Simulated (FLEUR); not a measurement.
# TiO2 (Anatase) (I4_1/amd) in FLEUR: a series of runs, part 2 of 2

FLEUR MaX-R8.1 (later development tree). Earlier steps stand in the parts before.

**3. Band structure, LDA**

Changes to inp.xml since step 2:

```diff
@@ -7,8 +7,5 @@
       <cutoffs Kmax="5.1" Gmax="15.8" GmaxXC="15.8" numbands="0"/>
-      <scfLoop itmax="80" minDistance="0.0001" maxIterBroyd="30" imix="Anderson" alpha="0.05" precondParam="0.0" spinf="2.0" sdNocoIR="T"/>
-      <coreElectrons ctail="F" frcor="F" kcrel="0" coretail_lmax="0"/>
-      <xcFunctional name="LibXC" relativisticCorrections="F">
-         <LibXCName exchange="mgga_x_r2scan" correlation="mgga_c_r2scan"/>
-         <AuxGGA exchange="117" correlation="130"/>
-      </xcFunctional>
+      <scfLoop itmax="60" minDistance="0.00001" maxIterBroyd="15" imix="Anderson" alpha="0.05" precondParam="0.0" spinf="2.0" sdNocoIR="T"/>
+      <coreElectrons ctail="T" frcor="F" kcrel="0" coretail_lmax="0"/>
+      <xcFunctional name="vwn" relativisticCorrections="F"/>
       <magnetism jspins="1"/>
```

Contents of crystal.txt:

```
TiO2
&input cartesian=F /
-1.8921000000  1.8921000000  4.7573000000
1.8921000000  -1.8921000000  4.7573000000
1.8921000000  1.8921000000  -4.7573000000
1.8897261246
1.0 1.0 1.0

6
22 0.7500000000  0.2500000000  0.5000000000
22 0.0000000000  0.0000000000  0.0000000000
8 0.7919000000  0.7919000000  0.0000000000
8 0.5419000000  0.0419000000  0.5000000000
8 0.9581000000  0.4581000000  0.5000000000
8 0.2081000000  0.2081000000  0.0000000000

&kpt div1=10 div2=10 div3=10 gamma=T /
```

Changes to inp.xml (bands) since step 2:

```diff
@@ -7,8 +7,5 @@
       <cutoffs Kmax="5.1" Gmax="15.8" GmaxXC="15.8" numbands="0"/>
-      <scfLoop itmax="80" minDistance="0.0001" maxIterBroyd="30" imix="Anderson" alpha="0.05" precondParam="0.0" spinf="2.0" sdNocoIR="T"/>
-      <coreElectrons ctail="F" frcor="F" kcrel="0" coretail_lmax="0"/>
-      <xcFunctional name="LibXC" relativisticCorrections="F">
-         <LibXCName exchange="mgga_x_r2scan" correlation="mgga_c_r2scan"/>
-         <AuxGGA exchange="117" correlation="130"/>
-      </xcFunctional>
+      <scfLoop itmax="60" minDistance="0.00001" maxIterBroyd="15" imix="Anderson" alpha="0.05" precondParam="0.0" spinf="2.0" sdNocoIR="T"/>
+      <coreElectrons ctail="T" frcor="F" kcrel="0" coretail_lmax="0"/>
+      <xcFunctional name="vwn" relativisticCorrections="F"/>
       <magnetism jspins="1"/>
```

Potentials or basis: all-electron, FLAPW.

On the command line:

```sh
$ inpgen -f crystal.txt -profile fastHighL
$ # inp.xml edited to the form shown
$ mpirun -n 4 fleur_MPI -pe_per_kpt 1
$ mpirun -n 4 fleur_MPI -pe_per_kpt 1   # second run, on inp.xml (bands)
```

It took 9.9 min on 4 MPI ranks of Intel Xeon at 2.50GHz (Skylake/Cascade Lake), shared host.

Results (log left out):

| Quantity | Value |
| --- | --- |
| Free energy | -54523.0836 eV |
| Band gap on the k mesh | 2.02 eV, indirect (least direct gap 2.36 eV) |
| Band gap along the path | 2.00 eV, indirect (least direct gap 2.36 eV) |
| Valence electrons inside the program's atomic spheres | Ti 9.23; O 4.76 (radii Ti 1.92, O 1.47 bohr) |

Levels at the corners of the path, in eV from the valence-band top:
```csv
point,band 20,band 21,band 22,band 23,band 24,band 25,band 26,band 27,band 28,band 29
Γ,-0.78,-0.78,-0.78,-0.49,-0.49,2.00,2.78,3.93,3.93,3.96
X,-2.69,-2.12,-2.12,-0.05,-0.05,3.28,3.28,3.78,3.78,4.87
Y,-2.80,-1.96,-1.96,-0.09,-0.09,3.25,3.25,3.72,3.72,4.76
S,-1.93,-1.22,-0.95,-0.94,-0.83,3.13,3.41,3.52,3.58,4.22
Γ,-0.78,-0.78,-0.78,-0.49,-0.49,2.00,2.78,3.93,3.93,3.96
Z,-1.38,-1.28,-1.28,-0.13,-0.13,2.38,2.38,3.71,3.71,4.19
S1,-1.93,-1.22,-0.95,-0.94,-0.83,3.13,3.41,3.52,3.58,4.22
N,-2.02,-2.01,-0.99,-0.85,-0.65,3.16,3.48,3.51,3.62,4.26
P,-3.04,-1.63,-1.63,-0.26,-0.26,3.53,3.53,3.56,3.56,4.87
Y1,-2.80,-1.96,-1.96,-0.09,-0.09,3.25,3.25,3.72,3.72,4.76
Z,-1.38,-1.28,-1.28,-0.13,-0.13,2.38,2.38,3.71,3.71,4.19
X,-2.69,-2.12,-2.12,-0.05,-0.05,3.28,3.28,3.78,3.78,4.87
P,-3.04,-1.63,-1.63,-0.26,-0.26,3.53,3.53,3.56,3.56,4.87
```

Core levels (eV from the Fermi level):
```csv
atom,levels
1 Ti,"1s1/2 -4848.6, 2s1/2 -529.4, 2p1/2 -441.7, 2p3/2 -435.9"
2 Ti,"1s1/2 -4848.6, 2s1/2 -529.4, 2p1/2 -441.7, 2p3/2 -435.9"
3 O,1s1/2 -500.0
4 O,1s1/2 -500.0
5 O,1s1/2 -500.0
6 O,1s1/2 -500.0
```
